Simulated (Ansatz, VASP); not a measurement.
**One calculation of Si, two programs**

File INCAR:

```
  PREC = Accurate
  ENCUT = 520
  EDIFF = 1E-7
  ISMEAR = 0
  SIGMA = 0.15
  LREAL = False
  LASPH = True
  NELM = 100
  ALGO = Normal
  ISIF = 2
  LWAVE = False
  LCHARG = False
  NBANDS = 8
```

File KPOINTS:

```
Automatic mesh
0
Gamma
  24 24 24
```

Contents of POSCAR:

```
Si
1.0
    2.7389159986      0.0000000000      0.0000000000
   -1.3694579993      2.3719708336      0.0000000000
    0.0000000000      0.0000000000      2.3472231457
Si
1
Direct
    0.0000000000      0.0000000000      0.0000000000
```

Input for Ansatz:

```yaml
crystal:
  lattice:
    - [2.7389159986, 0.0, 0.0]
    - [-1.3694579993, 2.3719708336, 0.0]
    - [0.0, 0.0, 2.3472231457]
  atoms:
    - { symbol: Si, position: [0.0, 0.0, 0.0] }
basis:
  ecutwfc: 420
kpoints:
  mp_grid: { grid: [24, 24, 24] }
hamiltonian:
  xc: lda
scf:
  occupations: { method: gaussian, width: 0.15 }
output:
  forces: true
  stress: true
  eigenvalues: true
```

Change from the starting cell: strain +0.050 along x and y, -0.050 along z, atoms carried along.

Alike in both runs: task single point; functional LDA; k mesh 24 × 24 × 24; occupations gaussian, width 0.15 eV; no spin polarisation.

|  | VASP | Ansatz |
| --- | --- | --- |
| version | VASP 6.6.1 | Ansatz 0.2.0 |
| potentials or method | VASP PAW LDA potentials, release 64 (Si) | scalar-relativistic, plane waves, PAW |
| plane-wave cutoff (eV) | 520 | 420 |
| valence electrons in the cell | 4 | 4 |

VASP gave:

```
gap on the k mesh at the Fermi level (eV)       : none
pressure (GPa)                                  : -2.4
largest component of the traceless stress (GPa) : 14.28
```

Problem. Which values does Ansatz return?

Solution. gap on the k mesh at the Fermi level (eV): none; pressure (GPa): -2.5; largest component of the traceless stress (GPa): 14.24.

A gap of «none» marks a metal or a gap that the smearing closes.
